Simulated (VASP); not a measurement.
NiO:

```
Ni O
1.0
     0.00000    2.08590    2.08590
     2.08590    0.00000    2.08590
     2.08590    2.08590    0.00000
Ni O
1 1
Direct
  0.00000 0.00000 0.00000
  0.50000 0.50000 0.50000
```

* Program: VASP 6.6.1
* Task: relaxation of cell and atoms
* Functional: RPBE
* Dispersion: D4
* Potentials or basis: VASP PAW PBE potentials, release 64 (Ni, O)
* Cutoff: 600 eV
* k mesh: 11 × 11 × 11
* Occupations: fermi-dirac, width 0.05 eV
* Spin: collinear spin, ferromagnetic start
* Starting moments: [1.0, 0.0] μB

At the start: pressure 3.3 GPa; volume 9.08 Å³/atom.

Where does the relaxation end?

Over 16 steps the energy falls by 75.8 meV/atom and the volume is 9.43 Å³/atom (+3.9 %); space group Fm-3m (No. 225, to 0.05 Å); moment 1.87 μB per cell.

Step by step:
| step | energy change (eV) | largest force (eV/Å) | pressure (GPa) | volume (Å³) |
| --- | --- | --- | --- | --- |
| 1 | 0.0000 | 0.0000 | 3.31 | 18.15 |
| 2 | -0.0135 | 0.0000 | 59.52 | 18.65 |
| 3 | -0.0743 | 0.0000 | -13.82 | 20.20 |
| 4 | -0.0998 | 0.0000 | -11.67 | 19.88 |
| 5 | -0.1376 | 0.0000 | -7.51 | 19.26 |
| 6 | -0.1497 | 0.0000 | -4.86 | 18.95 |
| 7 | -0.1466 | 0.0000 | 37.44 | 18.80 |
| 8 | -0.1503 | 0.0000 | -4.61 | 18.93 |
| 9 | -0.1516 | 0.0000 | -0.52 | 18.87 |
| 10 | -0.1515 | 0.0000 | 2.49 | 18.85 |
| 11 | -0.1405 | 0.0000 | -7.09 | 19.19 |
| 12 | -0.1501 | 0.0000 | -4.67 | 18.94 |
| 13 | -0.1515 | 0.0000 | -2.36 | 18.88 |
| 14 | -0.1516 | 0.0000 | -0.48 | 18.87 |
| 15 | -0.1516 | 0.0000 | -0.20 | 18.86 |
| 16 | -0.1516 | 0.0000 | 0.16 | 18.86 |

Final structure:
```
Ni O
1.0
     0.00000    2.11279    2.11279
     2.11279    0.00000    2.11279
     2.11279    2.11279    0.00000
Ni O
1 1
Direct
  0.00000 0.00000 0.00000
  0.50000 0.50000 0.50000
```

Caveat: the PAW data sets were made with another functional, which shifts forces and pressure a little; a cell with one magnetic atom can't hold antiferromagnetic order, which such compounds often take; pairwise dispersion overbinds metals, which lowers pressure and volume.
